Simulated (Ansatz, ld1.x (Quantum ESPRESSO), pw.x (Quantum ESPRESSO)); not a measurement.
**Tc (Z = 43): does the ultrasoft potential hold in the solid?**

ld1.x (Quantum ESPRESSO) 7.5 input, shortened:

```
&input
   title='Tc', zed=43., rel=1, dft='PBESOL', iswitch=3,
   config='[Kr] 4d5 5s1 5p1'
 /
 &inputp
   pseudotype=3, tm=.true., lloc=-2, rcloc=2.20,
   nlcc=.true., new_core_ps=.true.,
   which_augfun='PSQ', rmatch_augfun_nc=.true.
 /
6
4S  1  0   2.00   0.00  1.40  1.80  0.0
5S  2  0   1.00   0.00  1.40  1.80  0.0
4P  2  1   6.00   0.00  2.05  2.35  0.0
5P  3  1   1.00   0.00  2.05  2.35  0.0
4D  3  2   5.00   0.00  2.25  2.50  0.0
4D  3  2   0.00   0.45  2.25  2.50  0.0
 &test
   configts(1)='4s2 4p6 4d5 5s1 5p1'
 /
```

Atomic tests: cutoffs needed: 25 Ry and 35 Ry (the cutoffs (Ry, on a coarse ladder) from which the occupation-weighted sum of valence levels, in a spherical-Bessel basis at the reference potential, stays within 10 and 1 mRy of its value at 400 Ry); ghost test: no extra level below or beside the all-electron valence levels (s, p, d, f tested) (spherical-Bessel basis up to 400 Ry, 20 bohr box); configuration tests: 1 of 7 tests not solved or not reliable.

Crystal test: bcc Tc in pw.x 7.5, no spin, 15³ k-points, Fermi–Dirac smearing 0.01 Ry, cutoffs 45/360 Ry. The reference is all-electron LAPW (Ansatz 0.2.0) with the same functional, mesh and smearing; V0 and B0 come from Birch–Murnaghan fits to the pressures at five volumes. Errors are pseudo minus all-electron; Δ is the rms difference of the E(V) curves that follow from these fits, minima aligned, over ±6 % about the mean V0. Mesh and smearing are coarse, so the numbers serve the comparison and aren't converged zero-temperature values; the lattice is a test structure that the element need not adopt.

```
V (Å³/atom)  P all-electron (GPa)  P pseudo (GPa)
     13.494                 18.26           35.91
     13.849                  8.52           25.01
     14.204                  0.02           15.48
     14.559                 -7.38            7.01
     14.914                -13.82           -0.45
```

All-electron: a0 = 3.051 Å (V0 = 14.20 Å³/atom), B0 = 316.6 GPa.

Pseudopotential: mean pressure error (GPa): +15.47; a0 (Å): 3.100; a0 error (%): +1.59; B0 error (%): -6.5; Δ (meV/atom): 45.7. This is a poor potential for the solid. Atomic configuration tests: 1 of 7 tests not solved or not reliable.

At the middle volume, how do free energy and pressure move when the wave cutoff is lowered (ecutrho held at 360 Ry)?

| cutoff (Ry) | shift of F (meV/atom) | shift of P (GPa) |
| --- | --- | --- |
| 20 | +362.4 | -8.09 |
| 27 | +46.6 | -2.57 |
| 36 | +6.4 | -0.17 |

Input at the middle volume:

```
&control
  calculation='scf', prefix='x', pseudo_dir='./', outdir='./tmp', tstress=.true., disk_io='low'
/
&system
  ibrav=0, nat=1, ntyp=1, ecutwfc=45, ecutrho=360, nbnd=15,
  occupations='smearing', smearing='fd', degauss=0.01
/
&electrons
  conv_thr=1e-09, mixing_beta=0.4, electron_maxstep=70
/
ATOMIC_SPECIES
Tc 1.0 Tc.UPF
CELL_PARAMETERS angstrom
  -1.52563353 1.52563353 1.52563353
  1.52563353 -1.52563353 1.52563353
  1.52563353 1.52563353 -1.52563353
ATOMIC_POSITIONS crystal
Tc 0.0000 0.0000 0.0000
K_POINTS automatic
15 15 15 0 0 0
```

```bash
pw.x < Tc.scf.in > Tc.scf.out
```

Lines of the output:

```
Message from routine setup:
     using ibrav=0 with symmetry is DISCOURAGED, use correct ibrav instead
     lattice parameter (alat)  =       4.9936  a.u.
     unit-cell volume          =      95.8533 (a.u.)^3
     number of electrons       =        15.00
     number of Kohn-Sham states=           15
     kinetic-energy cutoff     =      45.0000  Ry
     charge density cutoff     =     360.0000  Ry
     scf convergence threshold =      1.0E-09
     Exchange-correlation= PBESOL
     number of k points=   120  Fermi-Dirac smearing, width (Ry)=  0.0100
     iteration #  1     ecut=    45.00 Ry     beta= 0.40
     total energy              =    -225.40419650 Ry
     estimated scf accuracy    <       0.57126153 Ry
     iteration #  2     ecut=    45.00 Ry     beta= 0.40
     total energy              =    -225.59870842 Ry
     estimated scf accuracy    <       0.16362067 Ry
     iteration #  3     ecut=    45.00 Ry     beta= 0.40
     total energy              =    -225.61489218 Ry
     estimated scf accuracy    <       0.00839931 Ry
     iteration #  4     ecut=    45.00 Ry     beta= 0.40
     total energy              =    -225.61730931 Ry
     estimated scf accuracy    <       0.00059130 Ry
     iteration #  5     ecut=    45.00 Ry     beta= 0.40
     total energy              =    -225.61738175 Ry
     estimated scf accuracy    <       0.00005597 Ry
     iteration #  6     ecut=    45.00 Ry     beta= 0.40
     total energy              =    -225.61736504 Ry
     estimated scf accuracy    <       0.00008481 Ry
     iteration #  7     ecut=    45.00 Ry     beta= 0.40
     total energy              =    -225.61736117 Ry
     estimated scf accuracy    <       0.00001748 Ry
     iteration #  8     ecut=    45.00 Ry     beta= 0.40
     total energy              =    -225.61736669 Ry
     estimated scf accuracy    <       0.00000202 Ry
     iteration #  9     ecut=    45.00 Ry     beta= 0.40
     total energy              =    -225.61736638 Ry
     estimated scf accuracy    <       0.00000114 Ry
     iteration # 10     ecut=    45.00 Ry     beta= 0.40
     total energy              =    -225.61736644 Ry
     estimated scf accuracy    <       0.00000012 Ry
     iteration # 11     ecut=    45.00 Ry     beta= 0.40
     total energy              =    -225.61736646 Ry
     estimated scf accuracy    <          1.3E-09 Ry
     iteration # 12     ecut=    45.00 Ry     beta= 0.40
     total energy              =    -225.61736646 Ry
     estimated scf accuracy    <          2.2E-09 Ry
     iteration # 13     ecut=    45.00 Ry     beta= 0.40
     the Fermi energy is    23.8698 ev
!    total energy              =    -225.61736646 Ry
     estimated scf accuracy    <          1.1E-10 Ry
     smearing contrib. (-TS)   =      -0.00652239 Ry
     The total energy is F=E-TS. E is the sum of the following terms:
     one-electron contribution =     -17.88022077 Ry
     hartree contribution      =      20.28845749 Ry
     xc contribution           =     -86.01090583 Ry
     ewald contribution        =    -142.00817496 Ry
     convergence has been achieved in  13 iterations
          total   stress  (Ry/bohr**3)                   (kbar)     P=      154.78
```

The run at the middle volume (120 k-points, 13 iterations) took about 21 s on one core of a shared host (Neoverse-V1, 32 threads, 247 GiB, load 10).
